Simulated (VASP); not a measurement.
# ZnS (P6_3mc) in VASP: single point with r2SCAN

Aim: the single point of ZnS with r2SCAN.

All numbers are computed with VASP 6.6.1; they aren't measurements. Logs are shortened: lines on timing, memory, paths and dates and some standing lists are left out, and cuts for length are marked.

**Measured values to compare with.**

A printed reference work, monograph reports, for a bulk crystal of ZnS at 4 K: band gap 3.911 eV (direct).

The runs below are set against these values where they give the same quantity.

### 1 The cell of the first run

Symmetry: P6_3mc, No. 186, hexagonal system. The conventional cell has a = 3.823 Å, b = 3.823 Å, c = 12.520 Å, α = 90.00°, β = 90.00°, γ = 120.00°. Within 3.1 Å of Zn (site symmetry 3m) lie 4 S at 2.34 to 2.35 Å. Within 3.1 Å of Zn (site symmetry 3m) lie 4 S at 2.34 to 2.35 Å. S (site symmetry 3m) has 4 Zn at 2.34 to 2.35 Å within 3.1 Å. S (site symmetry 3m) has 4 Zn at 2.34 to 2.35 Å within 3.1 Å.

### 2 Single point, r2SCAN

File POSCAR:

```
ZnS
1.0
    3.8227020304      0.0000000000      0.0000000000
   -1.9113510152      3.3105570694      0.0000000000
    0.0000000000      0.0000000000     12.5200000000
Zn S
4 4
Direct
    0.0000000000      0.0000000000      0.0000000000
    0.0000000000      0.0000000000      0.5000000000
    0.3333333333      0.6666666667      0.2500000000
    0.6666666667      0.3333333333      0.7500000000
    0.0000000000      0.0000000000      0.1875000000
    0.0000000000      0.0000000000      0.6875000000
    0.3333333333      0.6666666667      0.4375000000
    0.6666666667      0.3333333333      0.9375000000
```

File INCAR.step1:

```
SYSTEM = ZnS
  PREC = Accurate
  ENCUT = 520
  ISMEAR = 0
  SIGMA = 0.05
  LREAL = .False.
  LASPH = .True.
  NELM = 100
  NBANDS = 46
  GGA = PE
  ALGO = Normal
  EDIFF = 1E-4
  LWAVE = .True.
  LCHARG = .False.
```

File INCAR.step2:

```
SYSTEM = ZnS
  PREC = Accurate
  ENCUT = 520
  EDIFF = 1E-7
  ISMEAR = 0
  SIGMA = 0.05
  LREAL = .False.
  LASPH = .True.
  NELM = 100
  ALGO = Normal
  ISIF = 2
  LWAVE = .False.
  LCHARG = .False.
  METAGGA = R2SCAN
  LMIXTAU = .True.
  NBANDS = 46
  ISTART = 1
```

File KPOINTS:

```
regular mesh
0
Gamma
  6 6 2
  0 0 0
```

Potentials or basis: VASP PAW PBE potentials, release 64 (Zn, S).

The run is started by

```
$ cat potpaw_PBE.64/Zn/POTCAR potpaw_PBE.64/S/POTCAR > POTCAR
$ cp INCAR.step1 INCAR
$ mpirun -np 1 vasp_std > vasp.out
$ cp INCAR.step2 INCAR
$ mpirun -np 1 vasp_std > vasp.out
```

OUTCAR:

```text
SYSTEM = ZnS
   PREC = Accurate
   ENCUT = 520
   EDIFF = 1E-7
   ISMEAR = 0
   LREAL = .False.
   LASPH = .True.
   NELM = 100
   ISIF = 2
   METAGGA = R2SCAN
   ISTART = 1

 ion  position               nearest neighbor table
   1  0.000  0.000  0.000-   8 2.34   8 2.34   8 2.34   5 2.35
   2  0.000  0.000  0.500-   7 2.34   7 2.34   7 2.34   6 2.35
   3  0.333  0.667  0.250-   5 2.34   5 2.34   5 2.34   7 2.35
   4  0.667  0.333  0.750-   6 2.34   6 2.34   6 2.34   8 2.35
   5  0.000  0.000  0.188-   3 2.34   3 2.34   3 2.34   1 2.35
   6  0.000  0.000  0.688-   4 2.34   4 2.34   4 2.34   2 2.35
   7  0.333  0.667  0.438-   2 2.34   2 2.34   2 2.34   3 2.35
   8  0.667  0.333  0.938-   1 2.34   1 2.34   1 2.34   4 2.35

  LATTYP: Found a hexagonal cell.
 ALAT       =     3.8227020304
 C/A-ratio  =     3.2751702593

  Lattice vectors:

 A1 = (   3.8227020304,   0.0000000000,   0.0000000000)
 A2 = (  -1.9113510152,   3.3105570694,   0.0000000000)
 A3 = (   0.0000000000,   0.0000000000,  12.5200000000)

Analysis of symmetry for initial positions (statically):
=====================================================================
 Subroutine PRICEL returns:
 Original cell was already a primitive cell.

 Routine SETGRP: Setting up the symmetry group for a
 hexagonal supercell.

 Subroutine GETGRP returns: Found 12 space group operations
 (whereof  6 operations were pure point group operations)
 out of a pool of 24 trial point group operations.

The static configuration has the point symmetry C_3v.
 The point group associated with its full space group is C_6v.

Analysis of symmetry for dynamics (positions and initial velocities):
=====================================================================
 Subroutine PRICEL returns:
 Original cell was already a primitive cell.

 Routine SETGRP: Setting up the symmetry group for a
 hexagonal supercell.

 Subroutine GETGRP returns: Found 12 space group operations
 (whereof  6 operations were pure point group operations)
 out of a pool of 24 trial point group operations.

The dynamic configuration has the point symmetry C_3v.
 The point group associated with its full space group is C_6v.

 Subroutine INISYM returns: Found 12 space group operations
 (whereof  6 operations are pure point group operations),
 and found     1 'primitive' translations

----------------------------------------------------------------------------------------
[... 99 lines left out ...]
   NFREE  =      0    steps in history (QN), initial steepest desc. (CG)
   ISIF   =      2    stress and relaxation
   ISYM   =      2    0-nonsym 1-usesym 2-fastsym
   POTIM  = 0.5000    time-step for ionic-motion
   TEBEG  =    0.0;   TEEND  =   0.0 temperature during run
   PSTRESS=    0.0 pullay stress
   NELECT =      72.0000    total number of electrons
   NUPDOWN=      -1.0000    fix difference up-down
   EMIN   =  10.00;   EMAX   =-10.00  energy-range for DOS
   EFERMI =   0.00;   METHOD = LEGACY
   ISMEAR =     0;   SIGMA  =   0.05  broadening in eV -4-tet -1-fermi 0-gaus
   EFERMI_NEDOS =   21; number of points for ismear=-14 and -15
   IALGO  =     38    algorithm
   IMIX   =      4    mixing-type and parameters
     AMIX     =   0.40;   BMIX     =  1.00
     AMIX_MAG =   1.60;   BMIX_MAG =  1.00
  volume/ion in A,a.u.               =      19.81       133.65
  Fermi-wavevector in a.u.,A,eV,Ry     =   1.258617  2.378442 21.553229  1.584118
  Thomas-Fermi vector in A             =   2.392218
   LORBIT       =      0    0 simple, 1 ext, 2 COOP (PROOUT), +10 PAW based schemes
   METAGGA = R2SCAN    functional components
   LHFCALC =     F    Hartree Fock is set to
   AEXX    =    0.0000 exact exchange contribution
   IVDW    =     0    specifies the selected vdW correction
   LEPSILON=     F    determine dielectric tensor
   LRPA    =     F    only Hartree local field effects (RPA)
 non-spin polarized calculation
 Gauss-broadening in eV      SIGMA  =   0.05
  energy-cutoff  :      520.00
  volume of cell :      158.44
 maximum number of plane-waves:      4296
   NGX = 15   NGY = 15   NGZ = 47

 number of electron      71.9999983 magnetization

 Free energy of the ion-electron system (eV)
  ---------------------------------------------------
  ext. energy  EPLUGINS =         0.00000000
  ---------------------------------------------------
  free energy    TOTEN  =       -75.44584746 eV

  energy without entropy =      -75.44584746  energy(sigma->0) =      -75.44584746

 E-fermi :   2.0782     XC(G=0): -10.2601

 val. band max:        1.8038445781   @ k =   0.0000   0.0000   0.0000
 cond. band min:       4.4996767233   @ k =   0.0000   0.0000   0.0000
 fundamental gap:      2.6958321452
 Fermi energy:         2.0782474809

 k-point     1 :       0.0000    0.0000    0.0000
  band No.  band energies     occupation
      1     -11.8553      2.00000
      2     -11.4332      2.00000
      3     -11.4206      2.00000
      4     -10.9181      2.00000
      5      -4.6811      2.00000
      6      -4.6776      2.00000
[... 675 lines left out ...]
     45       9.8531      0.00000
     46       9.8531      0.00000

------------------------ aborting loop because EDIFF is reached ----------------------------------------

  FORCE on cell =-STRESS in cart. coord.  units (eV):
  Direction    XX          YY          ZZ          XY          YZ          ZX
  --------------------------------------------------------------------------------------
  -------------------------------------------------------------------------------------
  Total       -0.8033312     -0.8033312     -0.9557621      0.0000000      0.0000000      0.0000000
  in kB       -8.1232412     -8.1232412     -9.6646140      0.0000000      0.0000000      0.0000000
  external PRESSURE =      -8.6370321 kB  Pullay stress =       0.0000000 kB

 VOLUME and BASIS-vectors are now :
 -----------------------------------------------------------------------------
  energy-cutoff  :      520.00
  volume of cell :      158.44
      direct lattice vectors                 reciprocal lattice vectors
     3.822702030  0.000000000  0.000000000     0.261595069  0.151031983  0.000000000
    -1.911351015  3.310557069  0.000000000     0.000000000  0.302063967  0.000000000
     0.000000000  0.000000000 12.520000000     0.000000000  0.000000000  0.079872204

 POSITION                                       TOTAL-FORCE (eV/Angst)
 -----------------------------------------------------------------------------------
      0.00000      0.00000      0.00000         0.000000      0.000000      0.005228
      0.00000      0.00000      6.26000        -0.000000      0.000000      0.005228
     -0.00000      2.20704      3.13000        -0.000000      0.000000      0.004623
      1.91135      1.10352      9.39000         0.000000      0.000000      0.004623
      0.00000      0.00000      2.34750        -0.000000      0.000000     -0.032770
      0.00000      0.00000      8.60750        -0.000000      0.000000     -0.032770
     -0.00000      2.20704      5.47750        -0.000000      0.000000      0.022918
      1.91135      1.10352     11.73750        -0.000000      0.000000      0.022918
 -----------------------------------------------------------------------------------
    total drift:                               -0.000001     -0.000001     -0.092136

  FREE ENERGIE OF THE ION-ELECTRON SYSTEM (eV)
  ---------------------------------------------------
  free  energy   TOTEN  =       -75.4458474599 eV

  energy  without entropy=      -75.4458474599  energy(sigma->0) =      -75.44584746
```

OUTCAR.step1:

```text
SYSTEM = ZnS
   PREC = Accurate
   ENCUT = 520
   ISMEAR = 0
   LREAL = .False.
   LASPH = .True.
   NELM = 100
[... 919 lines left out ...]
      0.00000      0.00000      8.60750         0.000000      0.000000     -0.045101
     -0.00000      2.20704      5.47750         0.000000      0.000000      0.011953
      1.91135      1.10352     11.73750         0.000000      0.000000      0.011953
 -----------------------------------------------------------------------------------
    total drift:                               -0.000001     -0.000002      0.000024

  FREE ENERGIE OF THE ION-ELECTRON SYSTEM (eV)
  ---------------------------------------------------
  free  energy   TOTEN  =       -27.3776400849 eV

  energy  without entropy=      -27.3776400848  energy(sigma->0) =      -27.37764008
```

Run time: 7.7 min. Hardware: 1 thread of Intel Xeon Platinum 8375C at 2.90GHz (Ice Lake), shared host; peak memory 0.32 GiB.

What came out:

```yaml
Free_energy: -75.4458 eV
Pressure: -0.9 GPa
Largest_force: 0.033 eV/Å
Band_gap_on_the_k_mesh: 2.70 eV
```

Forces on the atoms (eV/Å):
```
Zn   0.000  0.000  0.005
Zn   0.000  0.000  0.005
Zn   0.000  0.000  0.005
Zn   0.000  0.000  0.005
S    0.000  0.000 -0.033
S    0.000  0.000 -0.033
S    0.000  0.000  0.023
S    0.000  0.000  0.023
```

Caveat: the PAW data sets were made with another functional, which shifts forces and pressure a little.

### 3 Against experiment

Step 2. A measured gap of ZnS is 3.911 eV (direct; 4 K; a printed reference work, monograph); the calculated 2.70 eV misses it by -1.22 eV. The value is that of r2SCAN, without temperature or zero-point motion.
